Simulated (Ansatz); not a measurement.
Runs of Ansatz 0.2.0 on Gd. Symmetry: Im-3m, No. 229, cubic system. Conventional cell: a = 4.050 Å, b = 4.050 Å, c = 4.050 Å, α = 90.00°, β = 90.00°, γ = 90.00°. Gd (site symmetry m-3m) is surrounded by 8 Gd at 3.51 Å. This isn't the form of Gd at room conditions, which is hcp.

```tsv
cell	pressure (GPa)	moment (μB)
relaxed to 10 GPa	10.0	7.48
relaxed to 20 GPa	20.0	7.48
relaxed to 30 GPa	30.0	7.51
relaxed	0.0	7.58
relaxed to 5 GPa	5.0	(a)
```

Alike in all rows: task relaxation of cell and atoms; level PBEsol; potentials or basis all-electron LAPW, scalar-relativistic; spin collinear, ferromagnetic start; k mesh 9 × 9 × 9; smearing fermi-dirac 0.05 eV; basis error allowed 0.001 eV/atom.

Task: Estimate the missing entries.

Result: (a) 7.56.

Caveats: an open f shell can end in a state above the lowest.
